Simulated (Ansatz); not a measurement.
Input of an Ansatz 0.2.0 run:

input.yaml

```yaml
crystal:
  lattice:
    - [0.021768, 1.998691, 2.031315]
    - [2.006457, 0.002994, 2.050089]
    - [2.039505, 2.050514, -0.030055]
  atoms:
    - { symbol: Ti, position: [-0.01567, 0.00381, 0.006629] }
hamiltonian:
  xc: pbesol
  pseudopotentials: { kind: paw }
kpoints:
  mp_grid: { grid: [11, 11, 11] }
scf:
  occupations: { method: fermi_dirac, width: 0.05 }
output:
  forces: true
  stress: true
  eigenvalues: true
```

Potentials or basis: Ansatz PAW.

Run with:

```console
$ ansatz run input.yaml --threads 2 --pin off --max-ram 5632MiB --backend cpu --events-out ev --progress --plain --runs-dir out
```

**Question.** What does it give for the band gap on the k mesh?

**Answer.** None (metal or under the smearing width).

**Question.** Predict the pressure.

**Answer.** -0.4 GPa.

Stress tensor (GPa, compression positive):
```
 0.13 -1.80  0.17
-1.80 -0.12  1.48
 0.17  1.48 -1.29
```

Caveat: the PAW data sets come from PBE, with cores solved anew for the run's functional, which leaves a small shift of forces and pressure.
